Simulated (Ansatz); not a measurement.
All numbers below come from DFT, RPBE, plane waves (420 eV) with PAW, scalar-relativistic (Ansatz). (PAW data from PBE, frozen cores regenerated.)

An element in the bcc structure gives this curve. The cell is scaled uniformly from the relaxed one, with fractional coordinates and shape fixed. Energies are extrapolated to zero smearing, pressures are those at the given smearing. Magnetic state: spin not included.

```
V (Å³/atom)  E − E₀ (meV/atom)  P (GPa)
     39.127               38.0     2.49
     40.905               16.1     1.53
     42.684                3.9     0.70
     44.462                0.0     0.01
     46.241                3.2    -0.59
     48.019               12.4    -1.09
     49.798               26.8    -1.51
```

Q: Which element is it?
A. yttrium
B. calcium
C. lanthanum
D. sodium

A: B. Its fit is V₀ = 44.50 Å³/atom, B₀ = 15.9 GPa, B₀′ = 3.0.
